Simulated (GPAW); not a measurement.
This GPAW 26.7.0 run on CuO needs a look.

The input run.py:

```python
from ase.dft.bandgap import bandgap
from ase.io import read, write
from ase.units import GPa
from gpaw import GPAW, PW

atoms = read('POSCAR')

calc = GPAW(mode=PW(800),
            xc='PBE',
            kpts={'size': (8, 8, 6), 'gamma': True},
            occupations={'name': 'fermi-dirac', 'width': 0.05},
            nbands=33,
            convergence={'density': 1e-05, 'energy': 1e-05},
            mixer={'backend': 'pulay', 'beta': 0.9, 'nmaxold': 1, 'weight': 1.0},
            maxiter=100,
            txt='gpaw.txt')
atoms.calc = calc
energy = atoms.get_potential_energy()
forces = atoms.get_forces()
stress = atoms.get_stress()
calc.write('gs.gpw')
write('result.traj', atoms)
print(f'Energy: {energy:.6f} eV')
print('Forces (eV/A):')
print(forces.round(4))
print('Stress (GPa):', (stress / GPa).round(3))
print('Fermi level:', round(calc.get_fermi_level(), 4), 'eV')
print(f'Gap: {bandgap(calc)[0]:.4f} eV, direct: {bandgap(calc, direct=True)[0]:.4f} eV')
```

POSCAR

```
CuO
1.0
    3.1754955000      0.0000000000      0.0000000000
    0.0000000000      3.1754955000      0.0000000000
    0.0000000000      0.0000000000      4.6495318700
Cu O
2 2
Direct
    0.0000000000      0.0000000000      0.0000000000
    0.5000000000      0.5000000000      0.0000000000
    0.5000000000      0.0000000000      0.2670000000
    0.0000000000      0.5000000000      0.7330000000
```

Potentials or basis: GPAW PAW data sets (gpaw-data 1.2.1), pw.

Command:

```sh
$ OMP_NUM_THREADS=1 python run.py
```

gpaw.txt:

```text
__  _  _
 | _ |_)|_||  |
 |__||  | ||/\| - 26.7.0

Input parameters:
  mode=PW(ecut=800.0),
  convergence={'density': 1e-05, 'energy': 1e-05},
  kpts=MonkhorstPack(size=(8, 8, 6), gamma=True),
  maxiter=100,
  mixer=Pulay(name='pulay', nmaxold=1, beta=0.9, weight=1.0, sigma=0.015, g_ss=None),
  nbands=33,
  occupations=Occupations(name='fermi-dirac', width=0.05),
  xc=XC(name='PBE')

Diagonalizing LCAO Hamiltonian
Converting LCAO to pw mode
   .-------.
  /|       |
 * |       |
 |O|       |
 | |       |
 | |       |
 | .-O-----.
 |/   Cu  /
 Cu------*

Atoms  # Å, Bohr magnetons
|   | symbol |        x |        y |        z |    initial magnetic moments |
[... 117 lines left out ...]
    |    p |        |      18.182 |    0.598 |
    |    d |        |       0.000 |    0.619 |

    Using partial waves for O as LCAO basis

Reference energy: -94124.608285  # eV

eigensolver:
  PPCG
  Converge bands: occupied
  niter=2

density mixing:
  Pulay-Mixer
  Linear mixing parameters: 0.9
  Old densities: 1
  No metric

occupation numbers:
  Fermi-Dirac:
    width: 0.0500  # eV

poisson solver:
  ecut: 6400.0  # eV

xc functional:
  name: PBE with 2 nearest neighbor stencil

convergence criteria:
- Maximum integral of absolute [dens]ity change: 1e-05 electrons / valence electron
- Maximum [total energy] change in last 3 cyles: 1e-05 eV / valence electron
- Maximum integral of absolute [eigenst]ate change: 4e-08 eV^2 / valence electron
maximum number of iterations: 100

SCF iterations
|iter     | |      energy | eigst |  dens |
|---------|-|-------------|-------|-------|
|iter:   1| |  -23.389064 | +0.24 |       |
|iter:   2| | -122.582113 | +0.39 | -0.83 |
|iter:   3| | -918.679407 | +2.07 | -0.38 |
|iter:   4| |-4170.494655 | +3.20 | +0.14 |
|iter:   5| |-1834.468250 | +3.30 | +0.21 |
|iter:   6| |-3931.763600 | +3.55 | +0.22 |
|iter:   7| |-1978.108042 | +3.36 | +0.22 |
|iter:   8| |-3992.145757 | +3.62 | +0.22 |
|iter:   9| |-2008.794445 | +3.37 | +0.22 |
|iter:  10| |-3999.744514 | +3.68 | +0.22 |
|iter:  11| |-2040.766714 | +3.37 | +0.22 |
|iter:  12| |-4013.591565 | +3.70 | +0.22 |
|iter:  13| |-2054.433474 | +3.37 | +0.22 |
|iter:  14| |-4004.698890 | +3.70 | +0.22 |
|iter:  15| |-2073.833994 | +3.40 | +0.22 |
|iter:  16| |-4029.885554 | +3.73 | +0.22 |
|iter:  17| |-2091.540182 | +3.39 | +0.22 |
|iter:  18| |-4034.254443 | +3.76 | +0.22 |
|iter:  19| |-2097.568028 | +3.39 | +0.22 |
|iter:  20| |-4021.895627 | +3.77 | +0.22 |
|iter:  21| |-2088.695520 | +3.38 | +0.22 |
```

Task: Diagnose the run.

Result: The run was cut off at its time limit. The input holds a flaw that was put in on purpose: density mixing far too strong (mixer = backend pulay, beta 0.9, nmaxold 1, weight 1.0).
